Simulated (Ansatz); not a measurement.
# HgTe (Coloradoite) under changes of volume

One of the cells (33.215 Å³/atom); the others are scaled copies at fixed shape and fractional positions:

```xyz
2
Lattice="0.0000 3.2145 3.2145 3.2145 0.0000 3.2145 3.2145 3.2145 0.0000" Properties=species:S:1:pos:R:3 pbc="T T T"
Hg    0.0000    0.0000    0.0000
Te    4.8217    4.8217    4.8217
```

| Quantity | Value |
| --- | --- |
| Program | Ansatz 0.2.0 |
| Functional | revPBE |
| Potentials or basis | Ansatz PAW |
| Cutoff | 420 eV (not typed: the program's choice for these potentials) |
| k mesh | 7 × 7 × 7 |
| Occupations | fermi-dirac, width 0.05 eV |
| Spin | no spin polarisation |

```csv
volume (Å³/atom),energy over the lowest point (meV/atom),pressure (GPa)
31.223,149.55,9.9
31.887,111.59,8.4
32.551,79.62,7.0
33.215,?,?
33.880,31.20,4.7
34.544,13.67,3.7
35.208,0.00,2.9
```

Problem. What does the run at 33.215 Å³/atom give?

Solution. Energy over the lowest point 53.01 meV/atom; pressure 5.8 GPa.

Worked out: A Birch-Murnaghan fit of order 3 (a polynomial in V^(-2/3)) to the other rows has no minimum within the range. It gives 53.03 meV/atom at 33.215 Å³/atom, against the run's 53.01, and -dE/dV = 5.8 GPa, against 5.8.

Energies are extrapolated to zero smearing.

Caveats: the PAW data sets come from PBE, with cores solved anew for the run's functional, which leaves a small shift of forces and pressure.
